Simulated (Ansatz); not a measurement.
MnS, 2 atoms in the cell. The typed cell holds 2 atoms: a = 3.683 Å, b = 3.683 Å, c = 3.683 Å, α = 60.00°, β = 60.00°, γ = 60.00°.  The cell isn't the ideal one: atoms moved at random, drawn with an rms of 0.1 Å.

* Program: Ansatz 0.2.0
* Task: single point
* Functional: r2SCAN
* Potentials or basis: Ansatz PAW
* Cutoff: 500 eV
* Density cutoff: 2000 eV
* k mesh: 7 × 7 × 7
* Occupations: gaussian, width 0.01 eV
* Spin: collinear spin, random start
* Starting moments: [-2.78, 0.0] μB
* Hubbard terms: Mn d U = 7 eV
* Driver: chain
* Double counting: fll
* Hubbard projectors: ortho-atomic (the default)

Potentials or basis: Ansatz PAW.

The run is started by

```sh
$ python run.py
```

Hardware: 2 threads of Arm Neoverse V2, on a shared host.

Question: How long does it take, and how much memory?

Answer: Run time: 36 s on 2 threads of Arm Neoverse V2, on a shared host, peak memory 0.79 GiB. Counts: scf iterations 12, plane waves 893, k points 172, bands 16, engine runs 1.
